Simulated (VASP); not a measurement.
Runs of VASP 6.6.1 on Pd. The cell holds a slab with vacuum, 16 atoms: a = 5.501 Å, b = 5.501 Å, c = 23.238 Å, α = 90.00°, β = 90.00°, γ = 60.00°. The cell was built by a generator and needn't be a form met in nature.

```csv
level,gap on the mesh (eV),largest force (eV/Å)
RPBE+D3(BJ),none,1.11
PBE,none,0.30
RPBE,none,0.50
optB86b-vdW,none,(a)
```

Alike in all rows: task single point; potentials or basis VASP PAW PBE potentials, release 64 (Pd); no spin polarisation; cell as given; k mesh 6 × 6 × 1; cutoff (eV) 400; smearing methfessel-paxton 0.1 eV.

Fill in the values left out.

(a) 0.10.

Caveats: the PAW data sets were made with another functional, which shifts forces and pressure a little (some runs).

A k mesh can miss the band edges, and the runs leave out spin-orbit coupling on Pd.

A gap of «none» marks a metal or a gap under the smearing width.

Not every run made on this cell is shown here.
